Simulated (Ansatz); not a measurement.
## H: what symmetry allows forces and stress to be

```
H
1.0
     2.65769   -2.62861    0.01497
     2.65769    2.62861   -0.01497
     0.00000   -0.02415    4.09435
H
4
Direct
  0.95470 0.04530 0.05819
  0.39556 0.60444 0.38615
  0.60444 0.39556 0.61385
  0.04530 0.95470 0.94181
```

Computed with DFT PBE, scalar-relativistic, plane waves, PAW in Ansatz.

Cutoff 420 eV; k points 6×6×6 on the computed 4-atom cell (Γ-centred); Gaussian smearing, width 0.02 eV; no spin polarisation.

This distorted cell has space group C2/m, with 4 operations.

Without a calculation: in which directions can each atom feel a force?

A force must be left unchanged by every operation that keeps its atom in place, so it lies in the space that those operations leave fixed. Atoms that the group maps onto each other feel forces of one size.
```
atom site symmetry operations at the site equivalent to atom allowed force (Cartesian)
  H1              m                       2                   1  in the plane normal to (1.00, 0.00, 0.00)
  H2              m                       2                   2  in the plane normal to (1.00, 0.00, 0.00)
  H3              m                       2                   2  in the plane normal to (1.00, 0.00, 0.00)
  H4              m                       2                   1  in the plane normal to (1.00, 0.00, 0.00)
```

That leaves 4 independent force components of 12. A relaxation in this cell that keeps the symmetry moves the atoms in these directions alone.

And the stress tensor?

It must be invariant under the point group, which leaves 4 independent components: xz, xy vanish.

Do the computed values obey this?

Yes. Forces (eV/Å):
```
H1   0.000  2.599  2.611
H2   0.000 -3.179  2.710
H3   0.000  3.179 -2.710
H4   0.000 -2.599 -2.611
```

Stress (GPa, compression positive, xx yy zz yz xz xy): 0.16 -6.33 -3.50 11.81 0.00 0.00. The program imposes the same operations on density, forces and stress, so this confirms the analysis and is no independent test of the calculation.

The cell holds molecules, and where no dispersion correction was added their binding is poorly described.